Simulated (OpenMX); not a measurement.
A run of OpenMX 3.8.5 is set up as follows.

Contents of Si.dat:

```
System.CurrrentDirectory             ./
System.Name                          Si
DATA.PATH                            ./DFT_DATA13
level.of.stdout                      1
level.of.fileout                     1
Species.Number                       1
<Definition.of.Atomic.Species
  Si  Si7.0-s2p2d1           Si_PBE13
Definition.of.Atomic.Species>

Atoms.Number                         6
Atoms.SpeciesAndCoordinates.Unit     FRAC
<Atoms.SpeciesAndCoordinates
    1  Si    0.5000000000    0.7500000000    0.2500000000   2.000  2.000
    2  Si    0.2500000000    0.7500000000    0.5000000000   2.000  2.000
    3  Si    0.2500000000    0.5000000000    0.7500000000   2.000  2.000
    4  Si    0.5000000000    0.2500000000    0.7500000000   2.000  2.000
    5  Si    0.7500000000    0.5000000000    0.2500000000   2.000  2.000
    6  Si    0.7500000000    0.2500000000    0.5000000000   2.000  2.000
Atoms.SpeciesAndCoordinates>

Atoms.UnitVectors.Unit               Ang
<Atoms.UnitVectors
    -3.3360831900    3.3360831900    3.3360831900
     3.3360831900   -3.3360831900    3.3360831900
     3.3360831900    3.3360831900   -3.3360831900
Atoms.UnitVectors>

scf.XcType                           GGA-PBE
scf.SpinPolarization                 off
scf.ElectronicTemperature            580.226
scf.energycutoff                     300.0
scf.maxIter                          100
scf.EigenvalueSolver                 band
scf.Kgrid                            7 7 7
scf.Mixing.Type                      rmm-diisk
scf.Init.Mixing.Weight               0.05
scf.Min.Mixing.Weight                0.001
scf.Max.Mixing.Weight                0.3
scf.Mixing.History                   25
scf.Mixing.StartPulay                8
scf.criterion                        1.0e-8
scf.stress.tensor                    on
MD.Type                              nomd
Band.dispersion                      on
Band.Nkpath                          6
<Band.kpath
   13   0.000000  0.000000  0.000000    0.500000 -0.500000  0.500000  G H
    9   0.500000 -0.500000  0.500000    0.000000  0.000000  0.500000  H N
    9   0.000000  0.000000  0.500000    0.000000  0.000000  0.000000  N G
   11   0.000000  0.000000  0.000000    0.250000  0.250000  0.250000  G P
   11   0.250000  0.250000  0.250000    0.500000 -0.500000  0.500000  P H
    6   0.250000  0.250000  0.250000    0.000000  0.000000  0.500000  P N
Band.kpath>
```

Potentials or basis: OpenMX 2013 PBE set, Si7.0-s2p2d1, grid cutoff 300 Ry.

Launch:

```bash
$ openmx Si.dat -nt 1 > Si.std
```

(1) Estimate the band gap on the k mesh.

(2) Predict the band gap along the path.

(3) Estimate the pressure.

## Answers

(1) 0.38 eV, indirect (least direct gap 0.45 eV).

(2) 0.32 eV, indirect (least direct gap 0.43 eV).

(3) 2.1 GPa.

Caveat: the basis of atomic orbitals isn't converged, which shifts pressures, moduli and gaps.
